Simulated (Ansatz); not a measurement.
# BaHfO3: the cost of one run

Computed with Ansatz 0.2.0, driven from Python. Level of theory: DFT PBEsol, plane waves, PAW.

### Step 1. The system

BaHfO3 P4mm: It takes space group P4mm (No. 99, tetragonal). Conventional cell: a = 4.170 Å, b = 4.170 Å, c = 4.170 Å, α = 90.00°, β = 90.00°, γ = 90.00°. Around Ba (site symmetry 4mm) lie 12 O at 2.94 to 2.96 Å. Around Hf (site symmetry 4mm) lie 6 O at 2.08 to 2.09 Å. O (site symmetry 2mm) has 2 Hf at 2.08 Å and 4 Ba at 2.94 to 2.96 Å as nearest neighbours. Only part of the 4 independent sites is listed.

BaO Fm-3m: It takes space group Fm-3m (No. 225, cubic). The conventional cell has a = 5.500 Å, b = 5.500 Å, c = 5.500 Å, α = 90.00°, β = 90.00°, γ = 90.00°. Ba (site symmetry m-3m) is surrounded by 6 O at 2.75 Å. Around O (site symmetry m-3m) lie 6 Ba at 2.75 Å.

HfO2 Fm-3m: It takes space group Fm-3m (No. 225, cubic). Conventional cell: a = 5.115 Å, b = 5.115 Å, c = 5.115 Å, α = 90.00°, β = 90.00°, γ = 90.00°. Hf (site symmetry m-3m) is surrounded by 8 O at 2.21 Å. O (site symmetry -43m) has 4 Hf at 2.21 Å as nearest neighbours.

The script holds or builds the structure itself.

### Step 2. Script

File bahfo3.py:

```python
'''Reaction energy of BaHfO3 from BaO and HfO2, after relaxing cells and atoms.'''

from collections import Counter
import warnings

import ansatz
import numpy as np

FUNCTIONAL = 'pbesol'
KSPACING = 0.3
OCCUPATIONS = 'fixed'

PHASES = {
    'BaHfO3 P4mm': (
        [[4.169567, 0.0, 0.0], [0.0, 4.169567, 0.0], [0.0, 0.0, 4.170377]],
        [
            ('Ba', [0.5, 0.5, 0.996425]),
            ('Hf', [0.0, 0.0, 0.497875]),
            ('O', [0.0, 0.5, 0.49889]),
            ('O', [0.5, 0.0, 0.49889]),
            ('O', [0.0, 0.0, 0.997941]),
        ],
    ),
    'BaO Fm-3m': (
        [[0.0, 2.75, 2.75], [2.75, 0.0, 2.75], [2.75, 2.75, 0.0]],
        [
            ('Ba', [0.0, 0.0, 0.0]),
            ('O', [0.5, 0.5, 0.5]),
        ],
    ),
    'HfO2 Fm-3m': (
        [[0.0, 2.5575, 2.5575], [2.5575, 0.0, 2.5575], [2.5575, 2.5575, 0.0]],
        [
            ('Hf', [0.0, 0.0, 0.0]),
            ('O', [0.25, 0.25, 0.25]),
            ('O', [0.75, 0.75, 0.75]),
        ],
    ),
}


def build(vectors, sites):
    crystal = ansatz.Crystal(lattice=ansatz.Lattice.of(vectors))
    for symbol, position in sites:
        crystal = crystal.atom(symbol, position)
    return crystal


def ground_state(name, crystal):
    calc = (
        crystal.calculation()
        .functional(FUNCTIONAL)
        .basis(38 * ansatz.Ry)
        .kpoints(spacing=KSPACING)
        .occupations(OCCUPATIONS)
        .stress()
    )
    calc = calc.relax(force_tolerance=0.02, max_steps=60, cell=True)
    return calc.run(threads=1, pin='off')


def counts(outcome):
    return Counter(site.symbol for site in outcome.lattice.sites)


def volume_per_atom(outcome):
    return abs(np.linalg.det(outcome.lattice.cell_ang)) / len(outcome.lattice.sites)


def main() -> None:
    warnings.simplefilter('ignore', ansatz.DeckWarning)

    phases = {name: build(*cell) for name, cell in PHASES.items()}

    done = {}
    for name, crystal in phases.items():
        done[name] = ground_state(name, crystal)
        print(f'{name}: {done[name].report["free_energy_ev"]:.4f} eV, {len(done[name].lattice.sites)} atoms')

    # balance the reaction cell by cell
    elements = sorted(counts(done['BaHfO3 P4mm']))
    matrix = np.array([[counts(done[name])[e] for name in ('BaO Fm-3m', 'HfO2 Fm-3m')] for e in elements], float)
    x = np.linalg.lstsq(matrix, [counts(done['BaHfO3 P4mm'])[e] for e in elements], rcond=None)[0]
    energy = done['BaHfO3 P4mm'].report['free_energy_ev'] - sum(k * done[name].report['free_energy_ev'] for k, name in zip(x, ('BaO Fm-3m', 'HfO2 Fm-3m')))
    n = len(done['BaHfO3 P4mm'].lattice.sites)
    before = sum(k * len(done[name].lattice.sites) * volume_per_atom(done[name]) for k, name in zip(x, ('BaO Fm-3m', 'HfO2 Fm-3m'))) / n
    print(f'{x[0]:.3f} cells of BaO Fm-3m + {x[1]:.3f} cells of HfO2 Fm-3m -> 1 cell of BaHfO3 P4mm')
    print(f'reaction energy {1000 * energy / n:+.1f} meV/atom ({96.4853 * energy / n:+.2f} kJ per mole of atoms)')
    print(f'volume per atom {before:.3f} -> {volume_per_atom(done["BaHfO3 P4mm"]):.3f} A^3')


if __name__ == '__main__':
    main()
```

### Step 3. Running it

The run is started by

```bash
python bahfo3.py
```

Q: Estimate wall time and peak memory on 1 thread of Arm Neoverse V2, shared host.

About 55 s, with a peak of 0.48 GiB.
